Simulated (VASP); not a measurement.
Crystal: NaCl.

```xyz
2
Lattice="0.0000 2.7941 2.7941 2.7941 0.0000 2.7941 2.7941 2.7941 0.0000" Properties=species:S:1:pos:R:3 pbc="T T T"
Cl    2.7941    2.7941    2.7941
Na    0.0000    0.0000    0.0000
```

The cell is a database's computed one.

Base run:

```yaml
Program: VASP 6.6.1
Functional: PBEsol
Potentials_or_basis: VASP PAW PBE potentials, release 64 (Cl, Na_pv)
Cutoff: 520 eV
k_mesh: 8 × 8 × 8
Occupations: gaussian, width 0.02 eV
Spin: no spin polarisation
```

Its results: band gap on the k mesh 5.03 eV, direct.

Task: After a change of settings the same cell gave: band gap on the k mesh 4.80 eV, direct. Which change was it?
A. functional from PBEsol to HSE06; k mesh from 8 × 8 × 8 to 6 × 6 × 6
B. functional from PBEsol to LDA; potentials or basis from VASP PAW PBE potentials, release 64 (Cl, Na_pv) to VASP PAW LDA potentials, release 64 (Cl, Na_pv)
C. functional from PBEsol to PBE0; k mesh from 8 × 8 × 8 to 6 × 6 × 6
D. functional from PBEsol to r2SCAN-EpsX; k mesh from 8 × 8 × 8 to 6 × 6 × 6

Result: B.

Not every run made on this cell is shown here.
